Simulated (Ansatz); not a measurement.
# Coordination and O-17 quadrupole coupling in HfO₂ under strain

Cell: an entry of the Crystallography Open Database (COD), relaxed with PBE at fixed cell and then changed (z compressed by 1 %, ions relaxed).

```yaml
crystal:
  lattice:
    - [5.11800, 0.00000, 0.00000]
    - [0.00000, 5.18570, 0.00000]
    - [-0.85866, 0.00000, 5.16173]
  atoms:
    - { symbol: Hf, position: [0.27668, 0.04128, 0.20792] }
    - { symbol: Hf, position: [0.72332, 0.54128, 0.29208] }
    - { symbol: Hf, position: [0.72332, 0.95872, 0.79208] }
    - { symbol: Hf, position: [0.27668, 0.45872, 0.70792] }
    - { symbol: O, position: [0.44615, 0.75883, 0.48246] }
    - { symbol: O, position: [0.55385, 0.25883, 0.01754] }
    - { symbol: O, position: [0.55385, 0.24117, 0.51754] }
    - { symbol: O, position: [0.44615, 0.74117, 0.98246] }
    - { symbol: O, position: [0.07582, 0.34652, 0.33187] }
    - { symbol: O, position: [0.92418, 0.84652, 0.16813] }
    - { symbol: O, position: [0.92418, 0.65348, 0.66813] }
    - { symbol: O, position: [0.07582, 0.15348, 0.83187] }
```

Atoms are numbered from 1 in the order listed; like atoms form one site, named after its first atom.

The numbers come from a DFT calculation in Ansatz (PBE, plane waves and PAW, scalar-relativistic, 420 eV cutoff, Γ-centred 6×6×6 k-points, Fermi–Dirac smearing 0.02 eV).

Q(O-17) = -25.58 mb.

Q: Rank these O sites by |C_Q|, smallest first.
A. O9: 3 Hf at 2.05–2.15 Å
B. O5: 4 Hf at 2.13–2.23 Å

A: B (0.753 MHz, η = 0.79), A (0.878 MHz, η = 0.82).

Like point charges on the first shell alone (each adding as 1/d³) would give the same order.

Without spin–orbit coupling the gradients at and beside Hf can be off by some per cent, at some sites by more. At this changed cell the PBE pressure is 7 GPa.
